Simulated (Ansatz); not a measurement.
System: MgI2/InSe (heterobilayer).

The cell holds 7 atoms: 1 Mg, 2 I, 2 In and 2 Se. Cell: a = 4.068 Å, b = 4.068 Å, c = 47.200 Å, α = 90.0°, β = 90.0°, γ = 120.0°. Regions: layer 1 (MgI2), 3 atoms (1 Mg and 2 I); layer 2 (InSe), 4 atoms (2 In and 2 Se). Vacuum lies along c.

```xyz
7
Lattice="4.0678 0.0000 0.0000 -2.0339 3.5228 0.0000 0.0000 0.0000 47.2000" Properties=species:S:1:pos:R:3
Mg    0.0000    0.0000   19.3012
I     0.0000    2.3485   20.9973
I     2.0339    1.1743   17.5994
In    0.0000    2.3485   28.3287
In    0.0000    2.3485   25.5321
Se    2.0339    1.1743   29.6006
Se    2.0339    1.1743   24.2618
```

The structure was relaxed with PBE-D3(BJ). At the settings of the band run the largest force is still 0.10 eV/Å. The runs that relaxed it are not among those shown. Spin-orbit coupling is left out unless a run names it. PAW set soft_2, made with PBE.

Gaps computed with Ansatz 0.2.0 without a self-energy: PBE 1.41 eV, PBE+SOC 1.38 eV and HSE06 2.18 eV.

Q: Estimate the G0W0@PBE gap with 3×3×1 mesh, 997 empty bands, screening to 75 eV, default PAW files.

About 1.90 eV: on its mesh the run moves the gap from 1.46 eV by +0.49 eV, and the mesh misses the edges by 0.04 eV. Among the scalar-relativistic levels given, HSE06 is nearest (+0.28 eV). Spin-orbit coupling is not in that value; its −0.04 eV at the PBE level would bring it to about 1.87 eV. Bands and cutoff are finite, so the gap is not at the basis limit. The miss can reach some tenths of an eV and take either sign; the mesh is an error of its own. The mesh in the plane is coarse for a sheet; gap and any exciton binding can still move on denser ones. The many-body steps are scalar-relativistic: spin-orbit coupling is not in them.

[Paths, hosts, dates, memory and timing lines, banners, echoed tables and standing remarks are left out of the program output.]

[Logs are printed without paths, hosts, clocks, repeated set-up lines and the standing remarks that a program may print on its own settings, such as how far it seeks lower states.]

[Runs of the session that timed out or met a known fault of the program may be left out.]

[Cells called generated may have been cut or substituted from an entry of the Crystallography Open Database or the Materials Project.]

[Hosts, paths, dates, database ids (printed as entryN), source tags and the programs' standing remarks are cut or masked in the printed files.]
